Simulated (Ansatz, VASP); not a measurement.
# Si10HF (F-terminated Si(111)): VASP beside Ansatz, part 2 of 3

Aim: how closely do two programs agree when they are given the same cell, functional and k mesh? The structure shown is the end of the VASP relaxation below.

VASP 6.6.1 and Ansatz 0.2.0.

So far: Set-up; VASP: relaxation, PBE.

## (3) Ansatz: single point, PBE

Level of this step: Ansatz beside VASP: Kohn-Sham DFT, plane waves, PBE (Ansatz).

Ansatz runs on its default PAW (the set named soft_2) files.

The same cell, functional, mesh and smearing now go to Ansatz, which takes its cutoff from its data sets.

Input file input.yaml:

```yaml
crystal:
  lattice:
    - [3.86765086, 0.0, 0.0]
    - [1.93382543, 3.3494839, 0.0]
    - [0.0, 0.0, 32.55117574]
  atoms:
    - { symbol: Si, position: [0.33333333, 0.33333333, 0.29173771] }
    - { symbol: Si, position: [0.66666667, 0.66666667, 0.31517049] }
    - { symbol: Si, position: [0.66666667, 0.66666667, 0.38784791] }
    - { symbol: Si, position: [0.0, 0.0, 0.41219709] }
    - { symbol: Si, position: [0.0, 0.0, 0.48504819] }
    - { symbol: Si, position: [0.33333333, 0.33333333, 0.509463] }
    - { symbol: Si, position: [0.33333333, 0.33333333, 0.5823021] }
    - { symbol: Si, position: [0.66666667, 0.66666667, 0.606578] }
    - { symbol: Si, position: [0.66666667, 0.66666667, 0.67947994] }
    - { symbol: Si, position: [0.0, 0.0, 0.70273878] }
    - { symbol: H, position: [0.33333333, 0.33333333, 0.24553751] }
    - { symbol: F, position: [0.0, 0.0, 0.75271447] }
hamiltonian:
  xc: pbe
  pseudopotentials: { kind: paw }
kpoints:
  mp_grid: { grid: [9, 9, 1] }
scf:
  occupations: { method: gaussian, width: 0.03 }
  n_extra_bands: 7
efield:
  axis: 3
  dipole_correction: true
  ramp_width: 0.04
output:
  forces: true
  eigenvalues: true
  write_density: true
  write_potential: true
  elf: true
  volumetric_format: npy
```

Started as:

```console
> ansatz run input.yaml --threads 4 --pin off --max-ram 9216MiB --backend cpu --events-out ev --progress --plain --runs-dir out
```

Numbers of over 12 decimals in the logs are rounded to 6 here.

Log:

```text
scf.n_extra_bands = 7 over 24 filled bands (N_el = 48.0): the run solves 31 bands
Engine: ansatz 0.2.0, aarch64-unknown-linux-gnu
Pseudopotentials: kind: paw
Pseudopotential: Si, paw, valence charge 4, recommended cutoff 420 eV (normal), Si.paw.azcp
Pseudopotential: H, paw, valence charge 1, recommended cutoff 420 eV (normal), H.paw.azcp
Pseudopotential: F, paw, valence charge 7, recommended cutoff 420 eV (normal), F.paw.azcp
Functional definition: PBE
  parameter kappa = 0.804
  parameter beta = 0.066725
  exchange = pbe_x(kappa = kappa, mu = beta*pi^2/3)
  correlation = pbe_c(beta = beta)
Crystal: 12 atoms, lattice volume = 421.689 Å³
Basis set: ecut = 420 eV, 8305 PW (Γ), exchange–correlation on 54×54×450 points (8 copies of the dense FFT grid, shifted against one another)
Bands: 31, of which v1, the nominal top of the filled ones, is band 24 counted from 1 (23 counted from 0)
Symmetry: 6 space group operations
Space group: P3m1 (ITA 156), of the structure as read, at distance tolerance 7.5e-5 Å
k-points: 12 of 81 (time reversal used)
Non-local potential: Si, projectors of the file, l = 0: 2, l = 1: 2, l = 2: 2
Non-local potential: H, projectors of the file, l = 0: 2, l = 1: 1
Non-local potential: F, projectors of the file, l = 0: 2, l = 1: 2, l = 2: 1
PAW form: soft (Blöchl's): semilocal exchange-correlation on the pseudo side does not see the compensation charge
PAW one-centre angular grid: Si, 110 points (default); XC on 64 Gauss nodes
PAW one-centre angular grid: H, 110 points (default); XC on 64 Gauss nodes
PAW one-centre angular grid: F, 110 points (default); XC on 64 Gauss nodes
Initial density: superposition of atomic densities (neutral atoms: chi_scale 0, normalization atom), corrected by the library's trained network
Initial wavefunctions: pseudopotential atomic-orbital guess
Functional: x = pbe(κ = 0.804, μ = 0.219515), c = pbe(β = 0.066725)
SCF iter   1: F=—  HF=-7182.968719 eV  |F-HF|=—  |Δ(HF+E_count)|=         —  Δρ=1.71e-3  dr2=9.52e-2  ethr=1.77e-3  p=-0.139 e·Å  D=-5.96e-2 V/Å  ΔV_dip=1.94 eV  dr2_dipole=7.46e-3  V_vac-E_F(+/−)=5.70/3.76 eV  ⟨swp⟩=10.5  Hψ=2447  notcnv=0
efield: sawtooth ramp at fractional position 0.9791 (placed from the atoms, in the widest stretch of the axis that holds none; the zero of the levels goes with the place), width 0.0400; the density the first Hamiltonian is built on has a dipole p = -0.139 e·Å; the dipole correction subtracts the counter field D = -5.96e-2 V/Å, which shifts the + side's vacuum level by +1.94 eV against the − side's; the planar-averaged density in the ramp window peaks in size at 6.4e-6 e/Å³
preconditioner: auto → Resta (q_TF=auto, 1.899 Å⁻¹)  ε∞=3.6  [insulator: Δε(μ)=0.822 eV  Ē_g=7.552 eV  σ=0.030 eV  W_gap=1.00  n_scr=36 (ndim 8)  ℏωp=12.3 eV  f_vac=0.444  D(μ)=0.00/eV (n_scr^D=0)  ε∞_Penn≈3.6  vacuum switching on, ρ_ref=4.1e-3 e/Å³]
SCF iter   2: F=—  HF=-7182.957060 eV  |F-HF|=—  |Δ(HF+E_count)|=   1.17e-2  Δρ=8.40e-4  dr2=8.26e-3  ethr=1.98e-4  p=-0.121 e·Å  D=-5.19e-2 V/Å  ΔV_dip=1.69 eV  dr2_dipole=2.30e-3  V_vac-E_F(+/−)=5.94/4.25 eV  ⟨swp⟩=3.5  Hψ=668  notcnv=0  defer=22
SCF iter   3: F=—  HF=-7182.956854 eV  |F-HF|=—  |Δ(HF+E_count)|=   2.05e-4  Δρ=4.22e-4  dr2=2.59e-3  ethr=1.72e-5  p=-0.138 e·Å  D=-5.91e-2 V/Å  ΔV_dip=1.92 eV  dr2_dipole=2.94e-4  V_vac-E_F(+/−)=6.06/4.13 eV  ⟨swp⟩=2.7  Hψ=629  notcnv=0  defer=22
SCF iter   4: F=—  HF=-7182.957215 eV  |F-HF|=—  |Δ(HF+E_count)|=   3.60e-4  Δρ=2.21e-4  dr2=1.13e-3  ethr=5.39e-6  p=-0.136 e·Å  D=-5.86e-2 V/Å  ΔV_dip=1.91 eV  dr2_dipole=1.73e-4  V_vac-E_F(+/−)=6.10/4.20 eV  ⟨swp⟩=2.2  Hψ=459  notcnv=0  defer=22
SCF iter   5: F=—  HF=-7182.957302 eV  |F-HF|=—  |Δ(HF+E_count)|=   8.69e-5  Δρ=9.81e-5  dr2=1.80e-4  ethr=2.36e-6  p=-0.142 e·Å  D=-6.10e-2 V/Å  ΔV_dip=1.99 eV  dr2_dipole=1.07e-5  V_vac-E_F(+/−)=6.19/4.21 eV  ⟨swp⟩=2.1  Hψ=512  notcnv=0  defer=22
SCF iter   6: F=—  HF=-7182.957297 eV  |F-HF|=—  |Δ(HF+E_count)|=   4.03e-6  Δρ=4.12e-5  dr2=1.26e-5  ethr=3.76e-7  p=-0.143 e·Å  D=-6.13e-2 V/Å  ΔV_dip=2.00 eV  dr2_dipole=1.16e-6  V_vac-E_F(+/−)=6.22/4.23 eV  ⟨swp⟩=2.2  Hψ=618  notcnv=0  defer=22
SCF iter   7: F=—  HF=-7182.957517 eV  |F-HF|=—  |Δ(HF+E_count)|=   2.20e-4  Δρ=1.44e-5  dr2=2.01e-6  ethr=2.63e-8  p=-0.143 e·Å  D=-6.16e-2 V/Å  ΔV_dip=2.00 eV  dr2_dipole=3.63e-8  V_vac-E_F(+/−)=6.23/4.23 eV  ⟨swp⟩=2.0  Hψ=649  notcnv=0  defer=22
SCF iter   8: F=—  HF=-7182.957518 eV  |F-HF|=—  |Δ(HF+E_count)|=   6.61e-7  Δρ=4.37e-6  dr2=1.30e-7  ethr=4.18e-9  p=-0.144 e·Å  D=-6.16e-2 V/Å  ΔV_dip=2.01 eV  dr2_dipole=7.76e-9  V_vac-E_F(+/−)=6.23/4.23 eV  ⟨swp⟩=2.0  Hψ=558  notcnv=0  defer=22
SCF iter   9: F=-7182.957518 eV  HF=-7182.957518 eV  |F-HF|=6.20e-9  |Δ(HF+E_count)|=   3.28e-8  Δρ=2.56e-6  dr2=2.05e-8  ethr=2.08e-10  p=-0.144 e·Å  D=-6.16e-2 V/Å  ΔV_dip=2.01 eV  dr2_dipole=1.51e-11  V_vac-E_F(+/−)=6.23/4.23 eV  ⟨swp⟩=21.3  Hψ=3539  notcnv=0
SCF 1 converged in 9 iterations: F = -7182.957518 eV  dr2 = 2.05e-8
  greatest PAW one-centre occupation: 0.933 electrons in one spin orbital (limit 2), on the F atom at site 11 (counted from 0), in its partial waves of l = 0
WARN: The output density's exchange-correlation potential varies sharply where the density is thin. Do not read a vacuum level from v_tot or v_xc, or from such a field of the output density. On a cell that repeats whose density bears no net charge and no dipole along the vacuum's axis use v_es (v_loc + v_h of the components); under efield.dipole_correction with no amplitude use v_es + v_field, which holds any externa [...]
SCF converged after 9 iterations
Free energy (F): -7182.957518 eV
Harris-Foulkes:  -7182.957518 eV  (|F-HF|=6.20e-9)
Internal energy: -7182.957518 eV  (E = F + TS)
E sigma→0 (E₀):  -7182.957518 eV
Fermi energy:    0.674332 eV
Dipole field:    D = -0.061607 V/Å  (p = -0.143570 e·Å, saw-weighted, corrected)
Work function:   Φ+ = 6.2346 eV   Φ− = 4.2291 eV
Levels:          The Fermi level and band energies are counted from a zero that moves with the ramp; work functions are not
--- Per-component energies (eV) ---
  E_band       = -268.851931
  E_kinetic    = 621.550474
  E_local      = -18370.905145  (includes V_loc(G=0)·N_el)
  E_nonlocal   = 333.065377
  E_hartree    = 8907.369343
  E_xc         = -638.858258
  E_vxc        = -578.842379  (∫ρ·V_xc dr)
  E_paw        = -5328.744533  (= ΣΔE_a)
  E_vpaw       = -91.374713  (= ΣTr[D̂ρ^β])
  E_aug_tail   = 0.000904  (compensation charges beyond the density's cutoff)
  E_efield     = 0.004422  (sawtooth field / dipole correction)
  E_vefield    = 2.910136  (∫n·V_field dr)
  E_ewald      = 7293.559898
  E_smearing   = -0.000000  (= −TS)
  E_closure    = 0.000000  (closes the sum)
  Σ components = -7182.957518   (vs F -7182.957518, Δ=0.00e0)
--- Forces (eV/Å), atoms counted from 1 ---
  atom   1  Si     0.00000000    -0.00000000     0.02735450
  atom   2  Si    -0.00000000     0.00000000    -0.00355837
  atom   3  Si     0.00000000    -0.00000000     0.01790321
  atom   4  Si    -0.00000000     0.00000000     0.01374838
  atom   5  Si     0.00000000    -0.00000000     0.01177199
  atom   6  Si    -0.00000000     0.00000000    -0.01441661
  atom   7  Si     0.00000000    -0.00000000    -0.02163977
  atom   8  Si    -0.00000000     0.00000000     0.00803825
  atom   9  Si     0.00000000    -0.00000000    -0.01148065
  atom  10  Si     0.00000000     0.00000000     0.17477993
  atom  11  H     -0.00000000     0.00000000    -0.01620590
  atom  12  F     -0.00000000    -0.00000000    -0.18636834
  max |Σ_I F_I| component: 7.34e-5 eV/Å
--- Band table (eV; the first three rows and the last of 12) ---
  k-point 0: bands = [... 20 lower, 0.0058, 0.0058, 0.2566, 0.2566, 1.7533, 1.8760, 2.0962, 2.4371, ... 3 higher]
  k-point 1: bands = [... 20 lower, -0.5749, -0.4918, -0.1865, 0.0838, 2.2467, 2.4656, 2.5135, 2.7072, ... 3 higher]
  k-point 2: bands = [... 20 lower, -1.0551, -0.7862, -0.6206, -0.3204, 1.7225, 1.9669, 2.2664, 2.6370, ... 3 higher]
  k-point 11: bands = [... 20 lower, -2.1871, -2.0917, -1.9736, -1.7220, 2.0890, 2.3453, 2.4452, 3.0695, ... 3 higher]
```

Elapsed: 12 s, on 4 threads of Arm Neoverse N1, shared host; peak memory 0.7 GiB; 43 s of CPU time.

## (4) Differences

Known differences besides the potentials themselves: the cutoff is 420 eV in Ansatz and 440 eV in VASP (PREC = Normal); VASP leaves aspherical gradient terms in its spheres out (LASPH is not set), Ansatz keeps them. Total energies have different zeros and are not compared.

Both answers:

```csv
quantity,Ansatz,VASP,difference
gap on the k mesh (eV),0.837,0.839,-0.003
```

At this near-relaxed geometry the largest component of a force difference is 194 meV/Å. A gap on the mesh is an upper bound, since the band edges may lie between its points.

## (5) Other set-ups

Further runs change the set-up of one program: Ansatz's method, potentials or start, or VASP's data sets, cutoff or form of LDA. The table gives Ansatz less VASP for each quantity, since a change that brings one quantity closer may part another.

```csv
run,r.m.s. force difference (meV/Å),gap on the k mesh (eV)
as above,45,-0.0026
norm-conserving potentials (cutoff 1320 eV),35,-0.0056
```

## (6) VASP: band structure, PBE

The same path points are solved in both programs, so levels can be compared one by one.

Input file INCAR:

```
SYSTEM = Si10HF
PREC = Normal
ENCUT = 440
EDIFF = 1E-06
NELM = 120
ISMEAR = 0
SIGMA = 0.03
LREAL = .FALSE.
ALGO = Fast
GGA = PE
NBANDS = 36
LORBIT = 11
LWAVE = .FALSE.
LCHARG = .TRUE.
KPAR = 4
IDIPOL = 3
LDIPOL = .TRUE.
DIPOL = 0.5 0.5 0.498
LVHAR = .TRUE.
LVACPOTAV = .TRUE.
NEDOS = 1500
```

Input file POSCAR:

```
Si10HF
1.0
    3.8676508605      0.0000000000      0.0000000000
    1.9338254302      3.3494838981      0.0000000000
    0.0000000000      0.0000000000     32.5511757411
Si H F
10 1 1
Direct
    0.3333333300      0.3333333300      0.2917377087
    0.6666666700      0.6666666700      0.3151704896
    0.6666666700      0.6666666700      0.3878479086
    0.0000000000      0.0000000000      0.4121970857
    0.0000000000      0.0000000000      0.4850481871
    0.3333333300      0.3333333300      0.5094629978
    0.3333333300      0.3333333300      0.5823020991
    0.6666666700      0.6666666700      0.6065779981
    0.6666666700      0.6666666700      0.6794799372
    0.0000000000      0.0000000000      0.7027387779
    0.3333333300      0.3333333300      0.2455375113
    0.0000000000      0.0000000000      0.7527144690
```

Input file KPOINTS:

```
Automatic mesh
0
Gamma
9 9 1
0 0 0
```

Input file KPOINTS_OPT:

```
Line mode
14
Line-mode
Reciprocal
  0.00000000   0.00000000   0.00000000 GAMMA
  0.00000000  -0.50000000   0.00000000 M

  0.00000000  -0.50000000   0.00000000 M
  0.33333333  -0.33333333   0.00000000 K

  0.33333333  -0.33333333   0.00000000 K
  0.00000000   0.00000000   0.00000000 GAMMA
```

Potentials, in the order of the species: Si, H and F (PBE family, release 64).

Started as:

```console
> mpirun -np 4 vasp_std
```

Log:

```text
[... set-up lines as in an earlier step ...]
 entering main loop
       N       E                     dE             d eps       ncg     rms          rms(c)
DAV:   1     0.224366352572E+03    0.22437E+03   -0.15734E+04   864   0.901E+02
DAV:   2    -0.382880009828E+02   -0.26265E+03   -0.24689E+03  1200   0.186E+02
DAV:   3    -0.637228997721E+02   -0.25435E+02   -0.25096E+02  1012   0.601E+01
DAV:   4    -0.644707721688E+02   -0.74787E+00   -0.74546E+00  1168   0.118E+01
[...]
RMM:  21    -0.628101697211E+02   -0.32409E-05   -0.53418E-07   741   0.270E-03    0.123E-03
RMM:  22    -0.628101707327E+02   -0.10116E-05   -0.12254E-07   604   0.144E-03    0.875E-04
RMM:  23    -0.628101710127E+02   -0.28006E-06   -0.28077E-08   427   0.102E-03
 -----------------------------------------------------------------------------
|                                                                             |
|           W    W    AA    RRRRR   N    N  II  N    N   GGGG   !!!           |
|           W    W   A  A   R    R  NN   N  II  NN   N  G    G  !!!           |
[...]
-----------------------------------------------------------------------------

   1 F= -.62810171E+02 E0= -.62810171E+02  d E =-.462420E-11
 Start KPOINTS_OPT (optional k-point list driver)
k-point batch [1-12\42]
       N       E                     dE             ncg
DAV:   1     0.203518783116E+03   -0.53817E+04      864
DAV:   2    -0.282372393536E+04   -0.30272E+04     1156
DAV:   3    -0.316116650064E+04   -0.33744E+03     1096
DAV:   4    -0.317299922579E+04   -0.11833E+02     1152
[...]
DAV:   8    -0.317354622891E+04   -0.15694E-04     1144
DAV:   9    -0.317354622995E+04   -0.10399E-05      820
DAV:  10    -0.317354623005E+04   -0.95061E-07      720
[...]
k-point batch [37-42\42]
       N       E                     dE             ncg
DAV:   1     0.674030713405E+04   -0.56373E+03      432
DAV:   2     0.516617196289E+04   -0.15741E+04      592
DAV:   3     0.498682801826E+04   -0.17934E+03      584
DAV:   4     0.498100968972E+04   -0.58183E+01      600
DAV:   5     0.498068203802E+04   -0.32765E+00      712
DAV:   6     0.498067636072E+04   -0.56773E-02      656
DAV:   7     0.498067609997E+04   -0.26074E-03      720
DAV:   8     0.498067609339E+04   -0.65864E-05      616
DAV:   9     0.498067609302E+04   -0.36431E-06      432
```

(Continued in part 3 of 3.)

[Lines on the potential files, build, host, timing and source positions are cut from VASP's logs without a mark.]

[Logs are printed without paths, hosts, clocks, repeated set-up lines and the standing remarks that a program may print on its own settings, such as how far it seeks lower states.]

[Hosts, paths, dates, database ids (printed as entryN), source tags and the programs' standing remarks are cut or masked in the printed files.]
